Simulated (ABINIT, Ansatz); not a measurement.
**LiF and the functional, program beside program**

Symmetry: Fm-3m, No. 225, cubic system. Conventional cell: a = 4.028 Å, b = 4.028 Å, c = 4.028 Å, α = 90.00°, β = 90.00°, γ = 90.00°. Around F (site symmetry m-3m) lie 6 Li at 2.01 Å. Li (site symmetry m-3m) has 6 F at 2.01 Å as nearest neighbours.

Kept alike: task band structure; k mesh 11 × 11 × 11; occupations fermi-dirac, width 0.05 eV; no spin polarisation. The mesh is that of the run's cell of 2 atoms. No spin-orbit coupling.

- A: ABINIT; JTH PAW LDA v2.0 (LDA); JTH PAW PBE v2.0 (PBE); PseudoDojo NC SR PBEsol v0.4.1 standard (PBEsol), cutoff 626 to 1143 eV
- B: Ansatz, all-electron LAPW, scalar-relativistic

| functional | A: pressure (GPa) | B: pressure (GPa) |
| --- | --- | --- |
| LDA | -6.51 | -6.39 |
| PBE | 1.76 | 2.02 |
| PBEsol | -1.40 | -1.19 |

Pressure is positive in compression; plane-wave values hold the error of the finite cutoff.

Task: How large is the effect of the functional, and do the programs agree on it?

Result: From LDA to PBE the pressure moves by +8.27 in A, +8.41 in B (GPa). Row by row the programs differ by 0.12 to 0.26, and over this span the shifts, as printed, agree within about 2 %. Shifts from LDA: PBE +8.27, +8.41; PBEsol +5.11, +5.20; the programs' shifts differ by up to 0.14.
